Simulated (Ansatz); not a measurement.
**SiO₂: enthalpy against pressure**

SiO₂, P4_32_12, a = 4.948 Å, c = 6.878 Å. This isn't the usual stable structure of the compound. Ansatz: LDA, PAW, 420 eV, Γ-centred 6×6×4 mesh on 12 atoms, Gaussian smearing 0.02 eV; no spin polarisation. Cell and atoms are relaxed at each pressure, and no other structure is tried, so the rows at high pressure may lie past a change of phase. y is the enthalpy over the state at zero pressure; there V0 = 14.035 Å³/atom. The pressures are the targets, met within 0.02 GPa.

```tsv
P (GPa)	y (eV/atom)
-2.0	?
0.0	0.0000
2.0	0.1628
5.0	0.3820
10.0	0.7158
20.0	1.3230
```

**Question.** Fit y = c1 P + c2 P² + c3 P³ to the other rows, say what c1 and c2 mean, and predict the missing value.

**Answer.** Least squares on the rows shown. y = 0.083417 P − 0.0015118 P² + 3.2423×10⁻⁵ P³. Since dH/dP = V, c1 is V0: 0.083417 eV/GPa × 160.2 = 13.363 Å³ against 14.035; c2 = −V0/(2B0) gives B0 = 28 GPa, where a Birch–Murnaghan fit to the volumes of the same runs (not shown) gives 14.4 GPa. The volume falls by 34 % over the range, most steeply at the start, which a cubic can't follow: here c1 isn't V0 and c2 doesn't give B0. Above P = −c2/(3 c3) = 16 GPa the cubic's slope, the volume, would rise with pressure, so the form fails there. At P = -2.0 the fit asked for gives -0.1731 eV/atom. The run gave -0.1944 eV/atom, so the fit is 0.0213 eV/atom too high, 1.4 % of the span of the series, against an rms of 0.0011 eV/atom on the fitted rows. The row lies outside the fitted range. With a term in P⁴ added, a fit to the same known rows (none to spare) predicts -0.1833 eV/atom, which recovers part of the miss; the known rows don't hold the rest.